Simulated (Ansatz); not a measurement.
# Ni (diamond type): how the settings move a single-point run

Aim: see which settings change the result for Ni (diamond type), by how much, and at what cost.

This is Ni in the diamond structure; at room conditions it is fcc.

Program: Ansatz 0.2.0. Level of theory: reference: DFT, PBE, all-electron LAPW, scalar-relativistic. These are calculated values, not measurements.

### 1 The structure to begin with

It takes space group Fd-3m (No. 227, cubic). Conventional cell: a = 5.105 Å, b = 5.105 Å, c = 5.105 Å, α = 90.00°, β = 90.00°, γ = 90.00°. Around Ni (site symmetry -43m) lie 4 Ni at 2.21 Å.

Coordinates:

```xyz
2
Lattice="0.0000 2.5526 2.5526 2.5526 0.0000 2.5526 2.5526 2.5526 0.0000" Properties=species:S:1:pos:R:3 pbc="T T T"
Ni   -0.6382   -0.6382   -0.6382
Ni    0.6382    0.6382    0.6382
```

### 2 Baseline

Input file input.yaml:

```yaml
crystal:
  lattice:
    - [0.0, 2.5526202732, 2.5526202732]
    - [2.5526202732, 0.0, 2.5526202732]
    - [2.5526202732, 2.5526202732, 0.0]
  atoms:
    - { symbol: Ni, position: [-0.125, -0.125, -0.125], spin: 1.0 }
    - { symbol: Ni, position: [0.125, 0.125, 0.125], spin: 1.0 }
magnetization:
  spin_polarized: true
kpoints:
  mp_grid: { grid: [14, 14, 14] }
  band_path:
    path:
      - [0.0, 0.0, 0.0]
      - [0.5, 0.0, 0.5]
      - [0.625, 0.25, 0.625]
      - [0.375, 0.375, 0.75]
      - [0.0, 0.0, 0.0]
      - [0.5, 0.5, 0.5]
      - [0.5, 0.25, 0.75]
      - [0.5, 0.0, 0.5]
    npoints: 14
scf:
  occupations: { method: fermi_dirac, width: 0.1 }
hamiltonian:
  xc: pbe
  pseudopotentials: { kind: all_electron, lapw: { basis_error: 0.001 } }
output:
  forces: true
  stress: true
  eigenvalues: true
  populations: true
  dos: { projected: true, de: 0.2, e_range: [-14, 8] }
```

Started as:

```bash
ansatz run input.yaml --threads 1 --pin off --max-ram 3072MiB --backend cpu --events-out ev --progress --plain --runs-dir out
```

### 3 Variant: xc lda

Changes to input.yaml since step 2:

```diff
@@ -26,3 +26,3 @@
 hamiltonian:
-  xc: pbe
+  xc: lda
   pseudopotentials: { kind: all_electron, lapw: { basis_error: 0.001 } }
@@ -33,2 +33 @@
   populations: true
-  dos: { projected: true, de: 0.2, e_range: [-14, 8] }
```

Q: Predict the outcome of this session. Wanted: for each run, ending; energy change; pressure; abs. moment; force.

As calculated:

| run | ending | energy change | pressure (GPa) | abs. moment (μB) | force (eV/Å) | cycles | time |
| --- | --- | --- | --- | --- | --- | --- | --- |
| reference | converged | - | 0.0 | 1.77 | 0.00 | 10 | 50 s |
| 1: xc lda | converged | not comparable | -9.1 | 1.68 | 0.00 | 9 | 41 s |

Times don't compare one to one where runs were asked for different outputs or read a saved state (see the inputs); cycles may leave out searches for a lower state.

Residual by cycle in the longest SCF loop of each run; runs are numbered as in the table. The quantity is the density residual dr2, in eV.

| cycle | reference | run 1 |
| --- | --- | --- |
| 1 | 0.549 | 0.573 |
| 2 | 0.226 | 0.242 |
| 3 | 0.169 | 0.176 |
| 4 | 0.0194 | 0.0215 |
| 5 | 6.0e-4 | 6.6e-4 |
| 6 | 5.8e-5 | 4.8e-5 |
| 7 | 6.9e-6 | 2.8e-6 |
| 8 | 6.0e-8 | 6.4e-8 |
| 9 | 3.7e-9 | 2.1e-9 |
| 10 | 4.2e-10 | - |

What this shows: A change of functional puts the total energy on another scale; the pressure goes from 0.0 to -9.1 GPa and the absolute moment goes from 1.77 to 1.68 μB. At this fixed cell a lower pressure means that this functional prefers a smaller volume than the reference.
